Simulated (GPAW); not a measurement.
Set up this calculation in GPAW 26.7.0, as an ASE script.

* Task: single point
* Functional: PBE
* Potentials or basis: GPAW PAW data sets (gpaw-data 1.2.1)
* Cutoff: 600 eV
* Basis: pw
* k mesh: 8 × 8 × 5
* Occupations: gaussian, width 0.014 eV
* Spin: no spin polarisation
* Maxiter: 150

The structure of ZrSe2 lies in ZrSe2.xyz:

```xyz
3
Lattice="3.7980000000 0.0000000000 0.0000000000 -1.8990000000 3.2891644836 0.0000000000 0.0000000000 0.0000000000 6.1920000000" Properties=species:S:1:pos:R:3 pbc="T T T"
Zr     0.0000000000      0.0000000000      0.0000000000
Se     1.8990000002      1.0963881611      4.6440000000
Se    -0.0000000002      2.1927763225      1.5480000000
```

The input as run:

run.py

```python
from ase.dft.bandgap import bandgap
from ase.io import read, write
from ase.units import GPa
from gpaw import GPAW, PW

atoms = read('ZrSe2.xyz')

calc = GPAW(mode=PW(600),
            xc='PBE',
            kpts={'size': (8, 8, 5), 'gamma': True},
            occupations={'name': 'methfessel-paxton', 'order': 0, 'width': 0.014},
            nbands=24,
            convergence={'density': 1e-05, 'energy': 1e-05},
            maxiter=150,
            txt='gpaw.txt')
atoms.calc = calc
energy = atoms.get_potential_energy()
forces = atoms.get_forces()
stress = atoms.get_stress()
calc.write('gs.gpw')
write('result.traj', atoms)
print(f'Energy: {energy:.6f} eV')
print('Forces (eV/A):')
print(forces.round(4))
print('Stress (GPa):', (stress / GPa).round(3))
print('Fermi level:', round(calc.get_fermi_level(), 4), 'eV')
print(f'Gap: {bandgap(calc)[0]:.4f} eV, direct: {bandgap(calc, direct=True)[0]:.4f} eV')
```

Potentials or basis: GPAW PAW data sets (gpaw-data 1.2.1), pw.

Run with:

```console
$ OMP_NUM_THREADS=1 python run.py
```

Results of the run:

The pressure is 1.7 GPa, the largest force is 0.259 eV/Å and the band gap on the k mesh is 0.41 eV, indirect (least direct gap 1.05 eV).

Caveat: an odd mesh through Γ misses points on the zone boundary, where band edges often lie; this functional lacks dispersion, which binds the layers, so the pressure and a relaxed spacing across them are unreliable.

It took 48 s on 1 thread of Arm Neoverse V1, on a shared host, peak memory 0.21 GiB.
